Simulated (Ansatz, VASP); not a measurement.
# ZnCu in VASP and in Ansatz

```xyz
2
Lattice="2.9450 0.0000 0.0000 0.0000 2.9450 0.0000 0.0000 0.0000 2.9450" Properties=species:S:1:pos:R:3 pbc="T T T"
Zn    1.4725    1.4725    1.4725
Cu    0.0000    0.0000    0.0000
```

Alike in both runs: task single point; functional PBE; k mesh 4 × 4 × 4; no spin polarisation.

|  | VASP | Ansatz |
| --- | --- | --- |
| version | VASP 6.6.1 | Ansatz 0.2.0 |
| potentials or method | VASP PAW PBE potentials, release 64 (Zn, Cu) | plane waves, norm-conserving potentials |
| plane-wave cutoff (eV) | 520 | 1252 |
| occupations | gaussian, width 0.1 eV | gaussian |
| valence electrons in the cell | 23 | 39 |

```tsv
	VASP	Ansatz	Ansatz less VASP
pressure (GPa)	1.9	1.4	-0.55
```

The two sets of potentials don't hold the same shells in valence.

Caveats: the k mesh is coarse (spacing up to 0.53 Å⁻¹), so the values aren't converged.
